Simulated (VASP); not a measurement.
A VASP calculation is set up with these files.

### KPOINTS
```
Automatic mesh
0
Gamma
6 6 6
0 0 0
```

**INCAR**
```
SYSTEM = AlSb
PREC = Accurate
ENCUT = 400
EDIFF = 1E-6
NELM = 100
ALGO = Normal
LREAL = .FALSE.
LASPH = .TRUE.
ISMEAR = 0
SIGMA = 0.05
GGA = PE
LMAXMIX = 4
LWAVE = .FALSE.
LCHARG = .FALSE.
ISIF = 2
IBRON = 2
NSW = 10
POTIM = 0.5
ISYM = 0
```

### POSCAR
```
AlSb
1
    0.0000000000     3.1314000000     3.1314000000
    3.1314000000     0.0000000000     3.1314000000
    3.1314000000     3.1314000000     0.0000000000
Al Sb
1 1
Direct
 -0.0111771093   0.0111771093   0.0271444083
  0.2500000000   0.2500000000   0.2500000000
```

POTCAR, in this order: Al Sb (PBE.64 set). Program: vasp_std.

What VASP printed:

File standard output:
```
...
DAV:  10    -0.813613726502E+01   -0.45723E-04   -0.39233E-05  2472   0.376E-02    0.132E-02
DAV:  11    -0.813616773790E+01   -0.30473E-04   -0.55142E-05  1952   0.486E-02    0.479E-03
DAV:  12    -0.813616825335E+01   -0.51545E-06   -0.66248E-07  2576   0.588E-03
      1 T=     0. E= -.81361558E+01 F= -.81361683E+01 E0= -.81361683E+01  EK= 0.12475E-04 SP= 0.00E+00 SK= 0.00E+00
 bond charge predicted
       N       E                     dE             d eps       ncg     rms          rms(c)
DAV:   1    -0.813626778338E+01   -0.10005E-03   -0.10811E-06  1776   0.751E-03    0.122E-03
DAV:   2    -0.813626778954E+01   -0.61626E-08   -0.50604E-08   896   0.168E-03
      2 T=     1. E= -.81361559E+01 F= -.81362678E+01 E0= -.81362678E+01  EK= 0.11185E-03 SP= 0.00E+00 SK= 0.00E+00
 bond charge predicted
 prediction of wavefunctions
       N       E                     dE             d eps       ncg     rms          rms(c)
DAV:   1    -0.813646616070E+01   -0.19838E-03   -0.14847E-06  1912   0.867E-03    0.605E-04
DAV:   2    -0.813646616817E+01   -0.74691E-08   -0.98392E-08   896   0.248E-03
      3 T=     2. E= -.81361560E+01 F= -.81364662E+01 E0= -.81364662E+01  EK= 0.31019E-03 SP= 0.00E+00 SK= 0.00E+00
 bond charge predicted
 prediction of wavefunctions
       N       E                     dE             d eps       ncg     rms          rms(c)
DAV:   1    -0.813676281551E+01   -0.29665E-03   -0.87425E-06  2080   0.213E-02    0.960E-04
DAV:   2    -0.813676283468E+01   -0.19171E-07   -0.29349E-07  1016   0.426E-03
      4 T=     5. E= -.81361560E+01 F= -.81367628E+01 E0= -.81367628E+01  EK= 0.60682E-03 SP= 0.00E+00 SK= 0.00E+00
 bond charge predicted
 prediction of wavefunctions
       N       E                     dE             d eps       ncg     rms          rms(c)
DAV:   1    -0.813715677904E+01   -0.39396E-03   -0.15513E-05  2048   0.284E-02    0.128E-03
DAV:   2    -0.813715682205E+01   -0.43003E-07   -0.54533E-07  1336   0.574E-03
      5 T=     8. E= -.81361560E+01 F= -.81371568E+01 E0= -.81371568E+01  EK= 0.10008E-02 SP= 0.00E+00 SK= 0.00E+00
 bond charge predicted
 prediction of wavefunctions
       N       E                     dE             d eps       ncg     rms          rms(c)
DAV:   1    -0.813764675016E+01   -0.48997E-03   -0.24118E-05  2000   0.354E-02    0.162E-03
DAV:   2    -0.813764682684E+01   -0.76683E-07   -0.88260E-07  1800   0.715E-03
      6 T=    12. E= -.81361561E+01 F= -.81376468E+01 E0= -.81376468E+01  EK= 0.14907E-02 SP= 0.00E+00 SK= 0.00E+00
 bond charge predicted
 prediction of wavefunctions
       N       E                     dE             d eps       ncg     rms          rms(c)
DAV:   1    -0.813823110292E+01   -0.58435E-03   -0.34557E-05  1968   0.424E-02    0.197E-03
DAV:   2    -0.813823122366E+01   -0.12073E-06   -0.13032E-06  2088   0.855E-03
      7 T=    16. E= -.81361561E+01 F= -.81382312E+01 E0= -.81382312E+01  EK= 0.20751E-02 SP= 0.00E+00 SK= 0.00E+00
 bond charge predicted
 prediction of wavefunctions
       N       E                     dE             d eps       ncg     rms          rms(c)
DAV:   1    -0.813890790089E+01   -0.67680E-03   -0.46807E-05  1960   0.494E-02    0.234E-03
DAV:   2    -0.813890807321E+01   -0.17232E-06   -0.17826E-06  2368   0.990E-03
      8 T=    21. E= -.81361562E+01 F= -.81389081E+01 E0= -.81389081E+01  EK= 0.27519E-02 SP= 0.00E+00 SK= 0.00E+00
 bond charge predicted
 prediction of wavefunctions
       N       E                     dE             d eps       ncg     rms          rms(c)
DAV:   1    -0.813967490084E+01   -0.76700E-03   -0.60801E-05  1960   0.564E-02    0.271E-03
DAV:   2    -0.813967513072E+01   -0.22988E-06   -0.23061E-06  2480   0.112E-02
      9 T=    27. E= -.81361562E+01 F= -.81396751E+01 E0= -.81396751E+01  EK= 0.35190E-02 SP= 0.00E+00 SK= 0.00E+00
 bond charge predicted
 prediction of wavefunctions
       N       E                     dE             d eps       ncg     rms          rms(c)
DAV:   1    -0.814052956240E+01   -0.85466E-03   -0.76498E-05  1976   0.632E-02    0.306E-03
DAV:   2    -0.814052985739E+01   -0.29499E-06   -0.28905E-06  2536   0.126E-02
     10 T=    34. E= -.81361562E+01 F= -.81405299E+01 E0= -.81405299E+01  EK= 0.43737E-02 SP= 0.00E+00 SK= 0.00E+00
 bond charge predicted
 prediction of wavefunctions
 wavefunctions rotated
```

**OUTCAR**
```
------------------------ aborting loop because EDIFF is reached ----------------------------------------
  FORCE on cell =-STRESS in cart. coord.  units (eV):
  Direction    XX          YY          ZZ          XY          YZ          ZX
  --------------------------------------------------------------------------------------
  Total       -0.2462107     -0.1533025     -0.1329240      0.0804824      0.7319996      0.3078337
  in kB       -6.4235016     -3.9995784     -3.4679145      2.0997423     19.0974680      8.0312120
  external PRESSURE =      -4.6303315 kB  Pullay stress =       0.0000000 kB
  kinetic pressure (ideal gas correction) =      0.07 kB
  total pressure  =     -4.56 kB
  Total+kin.    -6.252      -3.969      -3.465       2.173      19.106       8.052
  volume of cell :       61.41
      direct lattice vectors                 reciprocal lattice vectors
     0.000000000  3.131400000  3.131400000    -0.159672990  0.159672990  0.159672990
     3.131400000  0.000000000  3.131400000     0.159672990 -0.159672990  0.159672990
     3.131400000  3.131400000  0.000000000     0.159672990  0.159672990 -0.159672990
 POSITION                                       TOTAL-FORCE (eV/Angst)
 -----------------------------------------------------------------------------------
      0.11651      3.17992      3.13098        -0.840890     -0.356230     -0.097756
      1.56647      1.56603      1.56579         0.840875      0.356217      0.097764
 -----------------------------------------------------------------------------------
    total drift:                               -0.000015     -0.000012      0.000008
  FREE ENERGIE OF THE ION-ELECTRON SYSTEM (eV)
  ---------------------------------------------------
  free  energy   TOTEN  =        -8.1405298574 eV

  energy  without entropy=       -8.1405298574  energy(sigma->0) =       -8.14052986
  ENERGY OF THE ELECTRON-ION-THERMOSTAT SYSTEM (eV)
  ---------------------------------------------------
% ion-electron   TOTEN  =        -8.140530  see above
  kinetic energy EKIN   =         0.004374
  kin. lattice  EKIN_LAT=         0.000000  (temperature   33.84 K)
  nose potential ES     =         0.000000
  nose kinetic   EPS    =         0.000000
  ---------------------------------------------------
  total energy   ETOTAL =        -8.136156 eV
```
(Selected blocks of OUTCAR.)

The run ends quietly. Is anything wrong with it?

The cause: IBRION is misspelt, so VASP ignores the line and takes its default. The run ends without an error. Against the sound run, the energy per atom (σ→0) increases by 0.031 eV/atom; the pressure increases by 0.26 GPa; the largest force rises by 0.951 eV/Å. To mend it, set IBRION = 2, set NSW = 40, set EDIFFG = -0.01, remove IBRON, remove POTIM, remove ISYM.

The mended run (PBE GGA, plane waves, VASP's PBE PAW potentials (set 64)) converges, and its OSZICAR ends with
```
   7 F= -.81978837E+01 E0= -.81978837E+01  d E =-.957987E-05
```

The compound is AlSb in the zinc blende structure. The cell was not relaxed at this level, atoms are displaced from their ideal sites.
